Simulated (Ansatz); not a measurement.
# Ir: the cost of one run

Program: Ansatz 0.2.0. Level of theory: DFT PBE, scalar-relativistic, plane waves, PAW. These are calculated values, not measurements.

### Step 1. The system as given

The structure is orthorhombic, space group Cmce (No. 64). The conventional cell has a = 5.127 Å, b = 3.389 Å, c = 6.912 Å, α = 90.00°, β = 90.00°, γ = 90.00°. Ir (site symmetry m) has 1 Ir at 1.91 Å as nearest neighbours.

Coordinates:

```
CELL_PARAMETERS angstrom
2.56374 -1.69444 0.00000
2.56374 1.69444 0.00000
0.00000 0.00000 6.91204
ATOMIC_POSITIONS crystal
Ir 0.85000 0.15000 0.11700
Ir 0.65000 0.35000 0.61700
Ir 0.15000 0.85000 0.88300
Ir 0.35000 0.65000 0.38300
```

(A quick probe on a coarse mesh, which set the mesh and smearing, is not shown.)

### Step 3. Rough relaxation on the coarse mesh

Input file input.yaml:

```yaml
crystal:
  lattice:
    - [2.5637447771, -1.6944391738, 0.0]
    - [2.5637447771, 1.6944391738, 0.0]
    - [0.0, 0.0, 6.9120396747]
  atoms:
    - { symbol: Ir, position: [0.85, 0.15, 0.117] }
    - { symbol: Ir, position: [0.65, 0.35, 0.617] }
    - { symbol: Ir, position: [0.15, 0.85, 0.883] }
    - { symbol: Ir, position: [0.35, 0.65, 0.383] }
basis:
  ecutwfc: 420
kpoints:
  mp_grid: { grid: [6, 6, 4] }
hamiltonian:
  xc: pbe
scf:
  occupations: { method: gaussian, width: 0.1 }
  lower_state_search: "off"
output:
  forces: true
  stress: true
  eigenvalues: true
relax:
  adjacent_minimum: "off"
  f_tol: 0.04
  max_steps: 70
  cell: { stress_tol: 0.4 }
```

**Question.** How long does this run take on 1 thread of an x86-64 CPU, shared host, and how much memory does it need?

About 43 s, with a peak of 0.4 GiB.
